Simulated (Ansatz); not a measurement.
# FeO (Wuestite) (Fm-3m) in Ansatz: notebook

Runs on FeO (Wuestite). Level: PBEsol. Tasks: single point.

Program: Ansatz 0.2.0. These are calculated values, not measurements. Logs are shortened: lines on timing, memory, paths and dates and some standing lists are left out, and cuts for length are marked.

**1. The structure**

The structure is cubic, space group Fm-3m (No. 225). Conventional cell: a = 4.311 Å, b = 4.311 Å, c = 4.311 Å, α = 90.00°, β = 90.00°, γ = 90.00°. Fe (site symmetry m-3m) is surrounded by 6 O at 2.16 Å. O (site symmetry m-3m) has 6 Fe at 2.16 Å as nearest neighbours.

**2. Single point, PBEsol, collinear spin, program default start**

input.yaml reads:

```yaml
crystal:
  lattice:
    - [0.0, 2.1554, 2.1554]
    - [2.1554, 0.0, 2.1554]
    - [2.1554, 2.1554, 0.0]
  atoms:
    - { symbol: Fe, position: [0.0, 0.0, 0.0] }
    - { symbol: O, position: [0.5, 0.5, 0.5] }
hamiltonian:
  xc: pbesol
  pseudopotentials: { kind: paw }
magnetization:
  spin_polarized: true
  initial_magnetization: 0.0
  spin_locking: { lock_magnetization: hard }
kpoints:
  mp_grid: { grid: [9, 9, 9] }
scf:
  occupations: { method: fermi_dirac, width: 0.05 }
  lower_state_search: "off"
output:
  forces: true
  stress: true
  eigenvalues: true
```

Potentials or basis: Ansatz PAW.

Started as:

```bash
$ ansatz run input.yaml --threads 2 --pin off --max-ram 5632MiB --backend cpu --events-out ev --progress --plain --runs-dir out
```

What it wrote:

```text
Warning: output.stress: scf.convergence.dr2_threshold = 1e-7 eV (the SCF's general default) is looser than the 2e-10 eV advised for a printed stress (1e-10 eV for each atom of the cell: 2). What an SCF threshold leaves in a stress goes as its square root, and in the free energy as the threshold itself, and one threshold admits the most on a small cell: of the crystals measured, under no hybrid functional and no lock of the moments, on runs that ended without the residual-converged pass, on stresses that held no estimate of that error, the worst erred by over 100 MPa in a component at 1e-7 eV an atom and by under 5 at 1e-10. Set scf.convergence.dr2_threshold to 2e-10 eV or tighter. The threshold is an SCF's pass mark: one that does not reach it within its budget of iterations ends unconverged, or closes short of it on a stop that the run arms, and scf.convergence.dr2_threshold's page says what that costs each kind of run
Warning: RAYON_NUM_THREADS=2 ignored (pool sized by the plan → 2); use --threads N
Engine: ansatz 0.2.0, aarch64-unknown-linux-gnu
Pseudopotentials: kind: paw
Pseudopotential: Fe, paw, valence charge 16, recommended cutoff 420 eV (normal), Fe.paw.azcp
Pseudopotential: O, paw, valence charge 6, recommended cutoff 420 eV (normal), O.paw.azcp
Functional definition: PBEsol
  exchange = pbesol_x
  correlation = pbesol_c
Crystal: 2 atoms, lattice volume = 20.027 Å³
Basis set: ecut = 420 eV, 387 PW (Γ), exchange–correlation on 48×48×48 points (8 copies of the dense FFT grid, shifted against one another)
Bands: 15, of which v1, the nominal top of the filled ones, is band 11 counted from 1 (10 counted from 0)
Symmetry: 48 space group operations
Space group: Fm-3m (ITA 225), of the structure as read, at distance tolerance 2.7e-5 Å
k-points: 35 of 729
Non-local potential: Fe, projectors of the file, l = 0: 3, l = 1: 2, l = 2: 3, l = 3: 1
Non-local potential: O, projectors of the file, l = 0: 2, l = 1: 2, l = 2: 1
PAW form: soft (Blöchl's): semilocal exchange-correlation on the pseudo side does not see the compensation charge
PAW frozen core: Fe, regenerated for the run's functional, and the local potential with it (the file was generated under x = pbe(κ = 0.804, μ = 0.2195149727645171), c = pbe(β = 0.06672455060314922))
PAW frozen core: O, regenerated for the run's functional, and the local potential with it (the file was generated under x = pbe(κ = 0.804, μ = 0.2195149727645171), c = pbe(β = 0.06672455060314922))
PAW one-centre angular grid: Fe, 590 points (default); XC on 64 Gauss nodes
PAW one-centre angular grid: O, 110 points (default); XC on 64 Gauss nodes
Initial density: superposition of atomic densities (chi_scale 0.1, normalization cell, long waves kept (reshape's long-wave potential 0.00 eV rms))
Initial wavefunctions: pseudopotential atomic-orbital guess
Functional: x = pbesol(κ = 0.804, μ = 0.12345679012345678), c = pbesol(β = 0.046)
SCF iter   1: F=—  HF=-5011.476629 eV  |F-HF|=—  |Δ(HF+E_count)|=         —  Δρ=2.40e-1 (↑2.40e-1 ↓2.40e-1)  dr2=4.44e1  dr2_m=0.00e0  M=0.000 μB ∫|m|=0.000 μB  β_m=0.30  ethr=3.10e-3  ⟨swp⟩=3.7  Hψ=2291  notcnv=0
preconditioner: auto → none  [metal: Δε(μ)=0.004 eV  Ē_g=9.923 eV  σ=0.050 eV  W_gap=0.02  n_scr=8 (ndim 8)  ℏωp=31.0 eV  f_vac=0.000  D(μ)=2.62/eV (n_scr^D=50)  sad-step TF]
SCF iter   2: F=—  HF=-5007.982356 eV  |F-HF|=—  |Δ(HF+E_count)|=    3.49e0  Δρ=9.30e-2 (↑9.30e-2 ↓9.30e-2)  dr2=3.37e0  dr2_m=0.00e0  M=0.000 μB ∫|m|=0.000 μB  β_m=0.26  ethr=3.10e-3  ⟨swp⟩=3.1  Hψ=1456  notcnv=0
SCF iter   3: F=—  HF=-5007.434736 eV  |F-HF|=—  |Δ(HF+E_count)|=   5.48e-1  Δρ=4.94e-2 (↑4.94e-2 ↓4.94e-2)  dr2=6.45e-1  dr2_m=0.00e0  M=0.000 μB ∫|m|=0.000 μB  β_m=0.53  ethr=3.10e-3  ⟨swp⟩=2.2  Hψ=1075  notcnv=0
SCF iter   4: F=—  HF=-5007.442277 eV  |F-HF|=—  |Δ(HF+E_count)|=   7.54e-3  Δρ=2.08e-2 (↑2.08e-2 ↓2.08e-2)  dr2=3.15e-1  dr2_m=0.00e0  M=0.000 μB ∫|m|=0.000 μB  β_m=0.52  ethr=2.93e-3  ⟨swp⟩=2.7  Hψ=1225  notcnv=0
SCF iter   5: F=—  HF=-5007.393532 eV  |F-HF|=—  |Δ(HF+E_count)|=   4.87e-2  Δρ=3.87e-3 (↑3.87e-3 ↓3.87e-3)  dr2=1.05e-2  dr2_m=0.00e0  M=0.000 μB ∫|m|=0.000 μB  β_m=0.52  ethr=1.43e-3  ⟨swp⟩=2.0  Hψ=697  notcnv=0
SCF iter   6: F=—  HF=-5007.391477 eV  |F-HF|=—  |Δ(HF+E_count)|=   2.05e-3  Δρ=1.35e-3 (↑1.35e-3 ↓1.35e-3)  dr2=6.92e-4  dr2_m=0.00e0  M=0.000 μB ∫|m|=0.000 μB  β_m=0.62  ethr=4.76e-5  ⟨swp⟩=2.0  Hψ=960  notcnv=0
SCF iter   7: F=—  HF=-5007.391625 eV  |F-HF|=—  |Δ(HF+E_count)|=   1.48e-4  Δρ=8.98e-4 (↑8.98e-4 ↓8.98e-4)  dr2=5.05e-4  dr2_m=0.00e0  M=0.000 μB ∫|m|=0.000 μB  β_m=0.81  ethr=3.15e-6  ⟨swp⟩=1.0  Hψ=525  notcnv=0
SCF iter   8: F=—  HF=-5007.391597 eV  |F-HF|=—  |Δ(HF+E_count)|=   2.79e-5  Δρ=5.16e-4 (↑5.16e-4 ↓5.16e-4)  dr2=1.94e-4  dr2_m=0.00e0  M=0.000 μB ∫|m|=0.000 μB  β_m=0.90  ethr=2.30e-6  ⟨swp⟩=1.0  Hψ=525  notcnv=0
SCF iter   9: F=—  HF=-5007.391574 eV  |F-HF|=—  |Δ(HF+E_count)|=   2.37e-5  Δρ=2.09e-4 (↑2.09e-4 ↓2.09e-4)  dr2=3.25e-5  dr2_m=0.00e0  M=0.000 μB ∫|m|=0.000 μB  β_m=0.95  ethr=8.84e-7  ⟨swp⟩=1.0  Hψ=525  notcnv=0
SCF iter  10: F=—  HF=-5007.391571 eV  |F-HF|=—  |Δ(HF+E_count)|=   2.32e-6  Δρ=6.87e-6 (↑6.87e-6 ↓6.87e-6)  dr2=3.04e-8  dr2_m=0.00e0  M=0.000 μB ∫|m|=0.000 μB  β_m=0.96  ethr=4.55e-10  ⟨swp⟩=4.7  Hψ=2808  notcnv=0
SCF iter  11: F=-5007.391571 eV  HF=-5007.391571 eV  |F-HF|=2.27e-11  |Δ(HF+E_count)|=   5.01e-9  Δρ=2.21e-7 (↑2.21e-7 ↓2.21e-7)  dr2=2.50e-11  dr2_m=0.00e0  M=0.000 μB ∫|m|=0.000 μB  ethr=1.38e-10  ⟨swp⟩=2.0  Hψ=1615  notcnv=0
SCF 1 converged in 11 iterations: F = -5007.391571 eV  dr2 = 2.50e-11
SCF converged after 11 iterations
Stability checked in part: among states of this total moment the steps that led to this state did not find it unstable. No probe was made; neither looks for a lower state of another moment (fixed_total_moment; see scf.lower_state_search)
Magnetization: 0.0000 μB (11.0000 up, 11.0000 down)
Absolute magnetization: 0.0000 μB (∫|ρ↑−ρ↓|)
Spin contamination: 0.0000 ħ² per cell (⟨S²⟩ above its minimum at these occupations)
Per-site moments (μB) at R_I (Å): [(0.0, 0.8891025000000001), (0.0, 0.8891025000000001)]
Free energy (F): -5007.391571 eV
Harris-Foulkes:  -5007.391571 eV  (|F-HF|=2.27e-11)
Internal energy: -5007.324695 eV  (E = F + TS)
E sigma→0 (E₀):  -5007.358133 eV
Entropy (-TS):   -0.066877 eV (-33.438 meV/atom)
Fermi energy:    13.780265 (↑ 13.780265, ↓ 13.780265) eV
--- Per-component energies (eV) ---
  E_band       = -264.224695
  E_kinetic    = 517.107724
  E_local      = -2598.793259  (includes V_loc(G=0)·N_el)
  E_nonlocal   = 275.766894
  E_hartree    = 1058.422455
  E_xc         = -185.871432
  E_vxc        = -239.544493  (∫ρ·V_xc dr)
  E_paw        = -1488.718303  (= ΣΔE_a)
  E_vpaw       = -335.609946  (= ΣTr[D̂ρ^β])
  E_aug_tail   = 0.003351  (compensation charges beyond the density's cutoff)
  E_ewald      = -2585.456612
  E_core_change = 0.214490  (= ΣΔE_core)
  E_smearing   = -0.066877  (= −TS)
  E_closure    = 0.000000  (closes the sum)
  Σ components = -5007.391571   (vs F -5007.391571, Δ=0.00e0)
--- Forces (eV/Å), atoms counted from 1 ---
  atom   1  Fe    -0.00000000     0.00000000    -0.00000000
  atom   2  O      0.00000000     0.00000000     0.00000000
  max |Σ_I F_I| component: 9.27e-30 eV/Å
--- Stress (GPa, compression-positive) ---
      -33.984133       0.000000       0.000000
       -0.000000     -33.984133       0.000000
        0.000000      -0.000000     -33.984133
  P = ⅓ Tr σ = -33.9841 GPa (-339.841 kbar)
--- Band table (eV; the first three rows and the last of 70) ---
  k-point 0 ↑: bands = ["-72.7488", "-38.9558", "-38.9558", "-38.9558", "-6.6730", "10.0867", "10.0867", "10.0867", "12.4980", "12.4980", "12.4980", "12.8780", "12.8780", "14.6151", "29.5785"]
  k-point 1 ↑: bands = ["-72.7481", "-38.9631", "-38.9567", "-38.9567", "-6.5551", "9.2712", "9.7177", "9.7177", "12.6240", "12.6240", "12.6525", "13.2929", "13.2929", "15.3629", "28.1239"]
  k-point 2 ↑: bands = ["-72.7463", "-38.9815", "-38.9590", "-38.9590", "-6.2414", "7.8016", "9.0491", "9.0491", "12.9079", "12.9079", "12.9320", "14.1321", "14.1321", "16.8095", "25.8034"]
  k-point 34 ↓: bands = ["-72.7408", "-38.9989", "-38.9914", "-38.9773", "-5.4625", "7.1406", "7.6800", "8.0065", "12.9526", "13.3101", "13.7520", "13.8328", "14.5408", "22.0630", "23.1572"]
```

Run time: 1.3 s. Hardware: 2 threads of Arm Neoverse V1, shared host; peak memory 0.27 GiB.

Results:

- Free energy: -5007.3916 eV
- Pressure: -34.0 GPa
- Net moment: 0.00 μB per cell
- Absolute moment: 0.00 μB per cell

Caveat: a pressure of tens of GPa on the cell as given is suspect, and the run, the potentials or the cell itself is likely at fault; the pressure holds a Pulay correction of +0.7 GPa for the finite cutoff; the total moment is fixed, so each spin has its own Fermi level; the PAW data sets come from PBE, with cores solved anew for the run's functional, which leaves a small shift of forces and pressure; the thresholds are loose for stress.

**3. Single point, PBEsol, collinear spin, ferromagnetic start**

input.yaml: that of step 2 with these lines changed.

```diff
@@ -6,3 +6,3 @@
   atoms:
-    - { symbol: Fe, position: [0.0, 0.0, 0.0] }
+    - { symbol: Fe, position: [0.0, 0.0, 0.0], spin: 0.8 }
     - { symbol: O, position: [0.5, 0.5, 0.5] }
@@ -13,3 +13,3 @@
   spin_polarized: true
-  initial_magnetization: 0.0
+  initial_magnetization: 0.8
   spin_locking: { lock_magnetization: hard }
```

Potentials or basis: Ansatz PAW.

Started as:

```bash
$ ansatz run input.yaml --threads 2 --pin off --max-ram 5632MiB --backend cpu --events-out ev --progress --plain --runs-dir out
```

Wall time 1.4 s (2 threads of Arm Neoverse V1, shared host); peak memory 0.27 GiB.

It converged, with:

| Item | Value |
| --- | --- |
| Free energy | -5007.5328 eV |
| Pressure | -31.6 GPa |
| Net moment | 0.80 μB per cell |
| Absolute moment | 0.89 μB per cell |
| Site moments | Fe +0.75; O +0.01 μB |

Caveat: a pressure of tens of GPa on the cell as given is suspect, and the run, the potentials or the cell itself is likely at fault; the pressure holds a Pulay correction of +0.7 GPa for the finite cutoff; the total moment is fixed, so each spin has its own Fermi level; a cell with one magnetic atom can't hold antiferromagnetic order, which such compounds often take; the PAW data sets come from PBE, with cores solved anew for the run's functional, which leaves a small shift of forces and pressure; the thresholds are loose for stress.

**4. Single point, PBEsol, collinear spin, ferromagnetic start**

input.yaml: that of step 3 with these lines changed.

```diff
@@ -6,3 +6,3 @@
   atoms:
-    - { symbol: Fe, position: [0.0, 0.0, 0.0], spin: 0.8 }
+    - { symbol: Fe, position: [0.0, 0.0, 0.0], spin: 1.5 }
     - { symbol: O, position: [0.5, 0.5, 0.5] }
@@ -13,3 +13,3 @@
   spin_polarized: true
-  initial_magnetization: 0.8
+  initial_magnetization: 1.5
   spin_locking: { lock_magnetization: hard }
@@ -24 +24,5 @@
   eigenvalues: true
+  write_density: true
+  write_potential: true
+  elf: true
+  volumetric_format: npy
```

Started as:

```bash
$ ansatz run input.yaml --threads 2 --pin off --max-ram 5632MiB --backend cpu --events-out ev --progress --plain --runs-dir out
```

It took 1.6 s on 2 threads of Arm Neoverse V1, shared host; peak memory 0.28 GiB.

The run converged. Its results:

| Property | Result |
| --- | --- |
| Free energy | -5007.7593 eV |
| Pressure | -30.6 GPa |
| Net moment | 1.50 μB per cell |
| Absolute moment | 1.55 μB per cell |
| Site moments | Fe +1.42; O -0.01 μB |

Caveat: a pressure of tens of GPa on the cell as given is suspect, and the run, the potentials or the cell itself is likely at fault; the pressure holds a Pulay correction of +0.7 GPa for the finite cutoff; the total moment is fixed, so each spin has its own Fermi level; a cell with one magnetic atom can't hold antiferromagnetic order, which such compounds often take; the PAW data sets come from PBE, with cores solved anew for the run's functional, which leaves a small shift of forces and pressure; the thresholds are loose for stress.

**5. Single point, PBEsol, collinear spin, ferromagnetic start**

input.yaml reads:

```yaml
crystal:
  lattice:
    - [0.0, 2.1554, 2.1554]
    - [2.1554, 0.0, 2.1554]
    - [2.1554, 2.1554, 0.0]
  atoms:
    - { symbol: Fe, position: [0.0, 0.0, 0.0], spin: 2.2 }
    - { symbol: O, position: [0.5, 0.5, 0.5] }
hamiltonian:
  xc: pbesol
  pseudopotentials: { kind: paw }
magnetization:
  spin_polarized: true
  initial_magnetization: 2.2
  spin_locking: { lock_magnetization: hard }
kpoints:
  mp_grid: { grid: [9, 9, 9] }
scf:
  occupations: { method: fermi_dirac, width: 0.05 }
  lower_state_search: "off"
output:
  forces: true
  stress: true
  eigenvalues: true
```

Started as:

```bash
$ ansatz run input.yaml --threads 2 --pin off --max-ram 5632MiB --backend cpu --events-out ev --progress --plain --runs-dir out
```

Wall time 1.3 s (2 threads of Arm Neoverse V1, shared host); peak memory 0.27 GiB.

Results (log left out):

```yaml
Free_energy: -5008.0893 eV
Pressure: -26.6 GPa
Net_moment: 2.20 μB per cell
Absolute_moment: 2.23 μB per cell
Site_moments: Fe +2.05; O +0.01 μB
```

Caveat: the pressure holds a Pulay correction of +0.7 GPa for the finite cutoff; the total moment is fixed, so each spin has its own Fermi level; a cell with one magnetic atom can't hold antiferromagnetic order, which such compounds often take; the PAW data sets come from PBE, with cores solved anew for the run's functional, which leaves a small shift of forces and pressure; the thresholds are loose for stress.

**6. Summary**

```csv
spin,fixed moment (μB),pressure (GPa),moment (μB)
"collinear, program default start",0.0,-34.0,0.00
"collinear, ferromagnetic start",0.8,-31.6,0.80
"collinear, ferromagnetic start",1.5,-30.6,1.50
"collinear, ferromagnetic start",2.2,-26.6,2.20
```

Alike in all rows: task single point; level PBEsol; potentials or basis Ansatz PAW; cell as given; k mesh 9 × 9 × 9; cutoff (eV) 420; smearing fermi-dirac 0.05 eV.

Caveats: the total moment is fixed, so each spin has its own Fermi level; the PAW data sets come from PBE, with cores solved anew for the run's functional, which leaves a small shift of forces and pressure; the thresholds are loose for stress; a pressure of tens of GPa on the cell as given is suspect, and the run, the potentials or the cell itself is likely at fault (some runs); a cell with one magnetic atom can't hold antiferromagnetic order, which such compounds often take (some runs).

Total energies depend on the potentials used, so only differences within one code and one set of settings carry meaning.
